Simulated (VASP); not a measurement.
# S (Pm-3n) in VASP: single point with r2SCAN

Aim: the single point of S with r2SCAN.

Everything below comes from runs of VASP 6.6.1. Logs are shortened: lines on timing, memory, paths and dates and some standing lists are left out, and cuts for length are marked.

## (1) The structure

It takes space group Pm-3n (No. 223, cubic). The conventional cell has a = 5.080 Å, b = 5.080 Å, c = 5.080 Å, α = 90.00°, β = 90.00°, γ = 90.00°. Around S (site symmetry m-3) lie 12 S at 2.84 Å. S (site symmetry -4m2) is surrounded by 6 S at 2.54 to 2.84 Å.

The cell was built by a generator and needn't be a form met in nature.

## (2) Single point, r2SCAN

POSCAR reads:

```
S
1.0
    5.0804128220      0.0000000000      0.0000000000
    0.0000000000      5.0804128220      0.0000000000
    0.0000000000      0.0000000000      5.0804128220
S
8
Direct
    0.5000000000      0.5000000000      0.5000000000
    0.0000000000      0.0000000000      0.0000000000
    0.2500000000      0.0000000000      0.5000000000
    0.5000000000      0.2500000000      0.0000000000
    0.5000000000      0.7500000000      0.0000000000
    0.7500000000      0.0000000000      0.5000000000
    0.0000000000      0.5000000000      0.7500000000
    0.0000000000      0.5000000000      0.2500000000
```

INCAR.step1 reads:

```
SYSTEM = S
PREC = Accurate ; ENCUT = 520
ISMEAR = 0 ; SIGMA = 0.1
LREAL = .False. ; LASPH = .True.
NELM = 100 ; NBANDS = 34
GGA = PE ; ALGO = Normal
EDIFF = 1E-4 ; LWAVE = .True.
LCHARG = .False.
```

INCAR.step2 reads:

```
SYSTEM = S
PREC = Accurate ; ENCUT = 520
EDIFF = 1E-6 ; ISMEAR = 0
SIGMA = 0.1 ; LREAL = .False.
LASPH = .True. ; NELM = 100
ALGO = Normal ; ISIF = 2
LWAVE = .False. ; LCHARG = .False.
METAGGA = R2SCAN ; LMIXTAU = .True.
NBANDS = 34 ; ISTART = 1
```

KPOINTS reads:

```
Automatic mesh
0
Gamma
  4 4 4
  0 0 0
```

Potentials or basis: VASP PAW PBE potentials, release 64 (S).

The run is started by

```
$ cat potpaw_PBE.64/S/POTCAR > POTCAR
$ cp INCAR.step1 INCAR
$ mpirun -np 1 vasp_std > vasp.out
$ cp INCAR.step2 INCAR
$ mpirun -np 1 vasp_std > vasp.out
```

OUTCAR:

```text
SYSTEM = S
   PREC = Accurate
   ENCUT = 520
   EDIFF = 1E-6
   ISMEAR = 0
   LREAL = .False.
   LASPH = .True.
   NELM = 100
   ISIF = 2
   METAGGA = R2SCAN
   ISTART = 1

 ion  position               nearest neighbor table
   1  0.500  0.500  0.500-
   2  0.000  0.000  0.000-
   3  0.250  0.000  0.500-   6 2.54   6 2.54
   4  0.500  0.250  0.000-   5 2.54   5 2.54
   5  0.500  0.750  0.000-   4 2.54   4 2.54
   6  0.750  0.000  0.500-   3 2.54   3 2.54
   7  0.000  0.500  0.750-   8 2.54   8 2.54
   8  0.000  0.500  0.250-   7 2.54   7 2.54

  LATTYP: Found a simple cubic cell.
 ALAT       =     5.0804128220

  Lattice vectors:

 A1 = (   5.0804128220,   0.0000000000,   0.0000000000)
 A2 = (   0.0000000000,   5.0804128220,   0.0000000000)
 A3 = (   0.0000000000,   0.0000000000,   5.0804128220)

Analysis of symmetry for initial positions (statically):
=====================================================================
 Subroutine PRICEL returns:
 Original cell was already a primitive cell.

 Routine SETGRP: Setting up the symmetry group for a
 simple cubic supercell.

 Subroutine GETGRP returns: Found 48 space group operations
 (whereof 24 operations were pure point group operations)
 out of a pool of 48 trial point group operations.

The static configuration has the point symmetry T_h .
 The point group associated with its full space group is O_h .

Analysis of symmetry for dynamics (positions and initial velocities):
=====================================================================
 Subroutine PRICEL returns:
 Original cell was already a primitive cell.

 Routine SETGRP: Setting up the symmetry group for a
 simple cubic supercell.

 Subroutine GETGRP returns: Found 48 space group operations
 (whereof 24 operations were pure point group operations)
 out of a pool of 48 trial point group operations.

The dynamic configuration has the point symmetry T_h .
 The point group associated with its full space group is O_h .

 Subroutine INISYM returns: Found 48 space group operations
 (whereof 24 operations are pure point group operations),
 and found     1 'primitive' translations

----------------------------------------------------------------------------------------

                                     Primitive cell

  volume of cell :     131.1285

  direct lattice vectors                    reciprocal lattice vectors
     5.080412822  0.000000000  0.000000000     0.196834398  0.000000000  0.000000000
     0.000000000  5.080412822  0.000000000     0.000000000  0.196834398  0.000000000
     0.000000000  0.000000000  5.080412822     0.000000000  0.000000000  0.196834398

  length of vectors
     5.080412822  5.080412822  5.080412822     0.196834398  0.196834398  0.196834398

  position of ions in fractional coordinates (direct lattice)
     0.500000000  0.500000000  0.500000000
     0.000000000  0.000000000  0.000000000
     0.250000000  0.000000000  0.500000000
     0.500000000  0.250000000  0.000000000
     0.500000000  0.750000000  0.000000000
     0.750000000  0.000000000  0.500000000
     0.000000000  0.500000000  0.750000000
     0.000000000  0.500000000  0.250000000

  ion indices of the primitive-cell ions
   primitive index   ion index
                 1           1
                 2           2
                 3           3
                 4           4
                 5           5
                 6           6
                 7           7
                 8           8

----------------------------------------------------------------------------------------

 KPOINTS: Automatic mesh

Automatic generation of k-mesh.
 Grid dimensions read from file:
 generate k-points for:    4    4    4

 Generating k-lattice:

  Cartesian coordinates                     Fractional coordinates (reciprocal lattice)
     0.049208600  0.000000000  0.000000000     0.250000000  0.000000000  0.000000000
     0.000000000  0.049208600  0.000000000     0.000000000  0.250000000  0.000000000
     0.000000000  0.000000000  0.049208600     0.000000000  0.000000000  0.250000000

  Length of vectors
     0.049208600  0.049208600  0.049208600

  Shift w.r.t. Gamma in fractional coordinates (k-lattice)
     0.000000000  0.000000000  0.000000000

 Subroutine IBZKPT returns following result:
 ===========================================

 Found     10 irreducible k-points:

 Following reciprocal coordinates:
            Coordinates               Weight
  0.000000  0.000000  0.000000      1.000000
  0.250000  0.000000  0.000000      6.000000
  0.500000  0.000000  0.000000      3.000000
  0.250000  0.250000  0.000000     12.000000
  0.500000  0.250000  0.000000     12.000000
  0.500000  0.500000  0.000000      3.000000
  0.250000  0.250000  0.250000      8.000000
  0.500000  0.250000  0.250000     12.000000
  0.500000  0.500000  0.250000      6.000000
  0.500000  0.500000  0.500000      1.000000
   k-points           NKPTS =     10   k-points in BZ     NKDIM =     10   number of bands    NBANDS=     34
   number of dos      NEDOS =    301   number of ions     NIONS =      8
   total plane-waves  NPLWV =  64000
   dimension x,y,z NGX =    40 NGY =   40 NGZ =   40
   dimension x,y,z NGXF=    80 NGYF=   80 NGZF=   80
   ions per type =               8
   NGX,Y,Z   is equivalent  to a cutoff of  13.09, 13.09, 13.09 a.u.
   NGXF,Y,Z  is equivalent  to a cutoff of  26.18, 26.18, 26.18 a.u.
 SYSTEM =  S
   PREC   = accura    normal or accurate (medium, high low for compatibility)
   ISTART =      1    job   : 0-new  1-cont  2-samecut
   ICHARG =      0    charge: 1-file 2-atom 10-const
   ISPIN  =      1    spin polarized calculation?
   LNONCOLLINEAR =      F non collinear calculations
   LSORBIT =      F    spin-orbit coupling
   LASPH  =      T    aspherical Exc in radial PAW
   ENCUT  =  520.0 eV  38.22 Ry    6.18 a.u.   9.45  9.45  9.45*2*pi/ulx,y,z
   NELM   =    100;   NELMIN=  2; NELMDL=  0     # of ELM steps
   EDIFF  = 0.1E-05   stopping-criterion for ELM
   LREAL  =      F    real-space projection
[... 7 lines left out ...]
   TEBEG  =    0.0;   TEEND  =   0.0 temperature during run
   PSTRESS=    0.0 pullay stress
   NELECT =      48.0000    total number of electrons
   NUPDOWN=      -1.0000    fix difference up-down
   EMIN   =  10.00;   EMAX   =-10.00  energy-range for DOS
   EFERMI =   0.00;   METHOD = LEGACY
   ISMEAR =     0;   SIGMA  =   0.10  broadening in eV -4-tet -1-fermi 0-gaus
   EFERMI_NEDOS =   21; number of points for ismear=-14 and -15
   IALGO  =     38    algorithm
   IMIX   =      4    mixing-type and parameters
     AMIX     =   0.40;   BMIX     =  1.00
     AMIX_MAG =   1.60;   BMIX_MAG =  1.00
  volume/ion in A,a.u.               =      16.39       110.61
  Fermi-wavevector in a.u.,A,eV,Ry     =   1.171088  2.213036 18.659674  1.371447
  Thomas-Fermi vector in A             =   2.307537
   LORBIT       =      0    0 simple, 1 ext, 2 COOP (PROOUT), +10 PAW based schemes
   METAGGA = R2SCAN    functional components
   LHFCALC =     F    Hartree Fock is set to
   AEXX    =    0.0000 exact exchange contribution
   IVDW    =     0    specifies the selected vdW correction
   LEPSILON=     F    determine dielectric tensor
   LRPA    =     F    only Hartree local field effects (RPA)
 non-spin polarized calculation
 Gauss-broadening in eV      SIGMA  =   0.10
  energy-cutoff  :      520.00
  volume of cell :      131.13
 maximum number of plane-waves:      3575
 NGX is ok and might be reduce to    40
   NGX = 19   NGY = 19   NGZ = 19

 number of electron      47.9999982 magnetization

 Free energy of the ion-electron system (eV)
  ---------------------------------------------------
  ext. energy  EPLUGINS =         0.00000000
  ---------------------------------------------------
  free energy    TOTEN  =       -52.52121946 eV

  energy without entropy =      -52.45997255  energy(sigma->0) =      -52.49059600

 E-fermi :   6.7742     XC(G=0): -11.5808

 val. band max:        6.7501591954   @ k =   0.2500   0.2500   0.0000
 cond. band min:       6.8087833624   @ k =   0.2500   0.2500   0.0000
 fundamental gap:      0.0586241670
 Fermi energy:         6.7741577075

 k-point     1 :       0.0000    0.0000    0.0000
  band No.  band energies     occupation
      1     -10.4006      2.00000
      2      -7.0406      2.00000
      3      -7.0406      2.00000
      4      -6.9188      2.00000
      5      -4.7856      2.00000
      6      -4.7856      2.00000
[... 26 lines left out ...]
     33      15.0280      0.00000
     34      15.9765      0.00000

 k-point     2 :       0.2500    0.0000    0.0000
  band No.  band energies     occupation
      1     -10.0923      2.00000
      2      -7.8956      2.00000
      3      -6.8008      2.00000
      4      -6.7535      2.00000
      5      -5.0157      2.00000
      6      -4.9082      2.00000
[... 26 lines left out ...]
     33      14.6038      0.00000
     34      15.8101      0.00000

 k-point     3 :       0.5000    0.0000    0.0000
  band No.  band energies     occupation
      1      -9.2009      2.00000
      2      -9.2009      2.00000
      3      -6.4098      2.00000
      4      -6.4098      2.00000
      5      -5.4482      2.00000
      6      -5.4482      2.00000
[... 26 lines left out ...]
     33      15.0839      0.00000
     34      15.0853      0.00000
[... 186 lines left out ...]
 k-point     9 :       0.5000    0.5000    0.2500
  band No.  band energies     occupation
      1      -7.8248      2.00000
      2      -7.8248      2.00000
      3      -7.8153      2.00000
      4      -7.5828      2.00000
      5      -5.9903      2.00000
      6      -5.9354      2.00000
[... 26 lines left out ...]
     33      15.2242      0.00000
     34      15.2500      0.00000

 k-point    10 :       0.5000    0.5000    0.5000
  band No.  band energies     occupation
      1      -7.1608      2.00000
      2      -7.1608      2.00000
      3      -6.8834      2.00000
      4      -6.8834      2.00000
      5      -6.8834      2.00000
      6      -6.8834      2.00000
[... 26 lines left out ...]
     33      16.7918      0.00000
     34      16.7918      0.00000

------------------------ aborting loop because EDIFF is reached ----------------------------------------

  FORCE on cell =-STRESS in cart. coord.  units (eV):
  Direction    XX          YY          ZZ          XY          YZ          ZX
  --------------------------------------------------------------------------------------
  -------------------------------------------------------------------------------------
  Total       -0.2280969     -0.2280969     -0.2280969      0.0000000     -0.0000000     -0.0000000
  in kB       -2.7869738     -2.7869738     -2.7869738      0.0000000     -0.0000000     -0.0000000
  external PRESSURE =      -2.7869738 kB  Pullay stress =       0.0000000 kB

 VOLUME and BASIS-vectors are now :
 -----------------------------------------------------------------------------
  energy-cutoff  :      520.00
  volume of cell :      131.13
      direct lattice vectors                 reciprocal lattice vectors
     5.080412822  0.000000000  0.000000000     0.196834398  0.000000000  0.000000000
     0.000000000  5.080412822  0.000000000     0.000000000  0.196834398  0.000000000
     0.000000000  0.000000000  5.080412822     0.000000000  0.000000000  0.196834398

 POSITION                                       TOTAL-FORCE (eV/Angst)
 -----------------------------------------------------------------------------------
      2.54021      2.54021      2.54021        -0.000000     -0.000000     -0.000000
      0.00000      0.00000      0.00000        -0.000000     -0.000000     -0.000000
      1.27010      0.00000      2.54021        -0.000000      0.000000     -0.000000
      2.54021      1.27010      0.00000        -0.000000      0.000000      0.000000
      2.54021      3.81031      0.00000        -0.000000     -0.000000      0.000000
      3.81031      0.00000      2.54021         0.000000      0.000000      0.000000
      0.00000      2.54021      3.81031        -0.000000      0.000000     -0.000000
      0.00000      2.54021      1.27010         0.000000     -0.000000      0.000000
 -----------------------------------------------------------------------------------
    total drift:                                0.000000     -0.000000      0.000000

  FREE ENERGIE OF THE ION-ELECTRON SYSTEM (eV)
  ---------------------------------------------------
  free  energy   TOTEN  =       -52.5212194625 eV

  energy  without entropy=      -52.4599725469  energy(sigma->0) =      -52.49059600
```

Run time: 1.9 min. Hardware: 1 thread of AMD EPYC 7R13 (Zen 3), shared host; peak memory 0.22 GiB.

What came out:

```yaml
Free_energy: -52.5212 eV
Pressure: -0.3 GPa
Band_gap_on_the_k_mesh: none (metal or under the smearing width)
```

Caveat: the PAW data sets were made with another functional, which shifts forces and pressure a little.
